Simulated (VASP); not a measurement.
Input of a VASP 6.6.1 run:

INCAR

```
  ALGO = Fast
  EDIFF = 1E-6
  ENCUT = 520
  GGA = PS
  ISIF = 2
  ISMEAR = 0
  LASPH = T
  LCHARG = T
  LELF = T
  LREAL = F
  LVHAR = T
  LWAVE = F
  NBANDS = 16
  NELM = 80
  PREC = Accurate
  SIGMA = 0.1
```

KPOINTS

```
k-points
0
Gamma
  8 8 8
```

File POSCAR:

```
WC
1.0
    0.0000000000      2.1926840000      2.1926840000
    2.1926840000      0.0000000000      2.1926840000
    2.1926840000      2.1926840000      0.0000000000
W C
1 1
Direct
    0.0000000000      0.0000000000      0.0000000000
    0.5000000000      0.5000000000      0.5000000000
```

Potentials or basis: VASP PAW PBE potentials, release 64 (W_sv, C).

The run is started by

```console
$ cat potpaw_PBE.64/W_sv/POTCAR potpaw_PBE.64/C/POTCAR > POTCAR
$ mpirun -np 1 vasp_std > vasp.out
```

Problem. Predict the pressure.

Solution. -8.8 GPa.

Problem. What does it give for the band gap on the k mesh?

Solution. None (metal or under the smearing width).

Caveat: the PAW data sets were made with another functional, which shifts forces and pressure a little. The run has no spin-orbit coupling, so splittings on W are missing.
